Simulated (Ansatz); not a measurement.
Stationary points along a deformation path in BaTe

These are results of DFT PBE, scalar-relativistic, plane waves, PAW in Ansatz 0.2.0, not measurements. Cutoff 420 eV, Γ-centred 8×8×8 k-points, Gaussian smearing of 0.05 eV. Spin–orbit coupling is left out, which matters for the heavy elements here. No spin polarisation. Energies are free energies at this smearing, counted from the undisturbed cell; pressure is positive in compression.

The starting cell (as given, not relaxed at this level; it stands at -0.4 GPa; this CsCl-type form isn't the usual structure):

```
CELL_PARAMETERS angstrom
4.26247 0.00000 0.00000
0.00000 4.26247 0.00000
0.00000 0.00000 4.26247
ATOMIC_POSITIONS crystal
Ba 0.00000 0.00000 0.00000
Te 0.50000 0.50000 0.50000
```

At fixed volume and fractional coordinates, lengths along (0.577, 0.577, 0.577) are scaled against those across it; ρ is that ratio over its starting value. V = 38.722 Å³/atom. Δσ is the stress along the axis less the mean stress across it (compression positive).

| ρ | ΔE (meV/atom) | Δσ (GPa) | space group |
| --- | --- | --- | --- |
| 0.500 | 5033.3 | 134.41 | R-3m |
| 0.600 | 2132.6 | 75.89 | R-3m |
| 0.710 | 602.3 | 34.90 | R-3m |
| 0.850 | 64.1 | 6.85 | R-3m |
| 0.930 | 8.0 | 1.64 | R-3m |
| 1.000 | 0.0 | 0.00 | Pm-3m |
| 1.080 | 3.6 | -0.43 | R-3m |
| 1.200 | 8.7 | -0.05 | R-3m |
| 1.410 | -7.7 | 1.36 | R-3m |
| 1.700 | -62.3 | 1.84 | R-3m |
| 2.000 | -91.2 | 0.00 | Fm-3m |

How does the stress give the slope of the energy, and where is the energy stationary?

Along the path d ln(length) is 2/3 d ln ρ on the axis and −1/3 d ln ρ across it, so dE/d ln ρ = −(2/3) V Δσ: the energy falls with ρ where Δσ is positive. Δσ vanishes or changes sign at ρ = 1.000 (Pm-3m), a minimum at 0.0 meV/atom; between ρ = 1.200 and 1.410, a maximum (near 1.21 by linear interpolation); at ρ = 2.000 (Fm-3m, an end of the scan), at -91.2 meV/atom. Pairs of stationary points between two samples would go unseen, and could change a minimum read from distant neighbours into a maximum. At ρ = 1.000, 2.000 the cell is cubic, where symmetry alone makes the stress isotropic and the slope zero.

Which shear constant sets the curvature at ρ = 1?

For a cubic crystal E/V = (2/3) C (ln ρ)² with C = C44, so Δσ = −2C ln ρ. The parabola of Δσ against ln ρ through ρ = 0.930, 1 and 1.080 gives C ≈ 7.2 GPa with the ions clamped, rough because the steps are large.

Is the start the lowest point of the path?

No: ρ = 2.000 lies 91.2 meV/atom lower, behind a rise of at least 8.7 meV/atom. Volume and inner coordinates are held, so a relaxed structure there would lie lower still.

The gap closes along the scan, which can put kinks into the curve.